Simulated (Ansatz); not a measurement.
# TiCo (Pm-3m) in Ansatz: equation of state

Aim: energy against volume of TiCo in PBE, for its equilibrium volume and stiffness.

Program: Ansatz 0.2.0. These are calculated values, not measurements. Logs are shortened: lines on timing, memory, paths and dates and some standing lists are left out, and cuts for length are marked.

## 1. The structure

The structure is cubic, space group Pm-3m (No. 221). Conventional cell: a = 2.986 Å, b = 2.986 Å, c = 2.986 Å, α = 90.00°, β = 90.00°, γ = 90.00°. Around Co (site symmetry m-3m) lie 8 Ti at 2.59 Å. Ti (site symmetry m-3m) has 8 Co at 2.59 Å as nearest neighbours.

The cell comes from a database or a generator and needn't be the stable form of this composition.

## 2. Equation of state, PBE, collinear spin, ferromagnetic start

Potentials or basis: all-electron LAPW, scalar-relativistic.

No new run: the results of the series are fitted here.

What came out:

```
Equilibrium volume                      : 13.27 Å³/atom
Bulk modulus                            : 165 GPa
Pressure derivative of the bulk modulus : 4.1
```

Energy against volume, from the lowest point:
| volume (Å³/atom) | energy (meV/atom) |
| --- | --- |
| 12.515 | 24.54 |
| 12.781 | 9.96 |
| 13.047 | 1.98 |
| 13.313 | 0.00 |
| 13.580 | 3.44 |
| 13.846 | 11.76 |
| 14.112 | 24.47 |
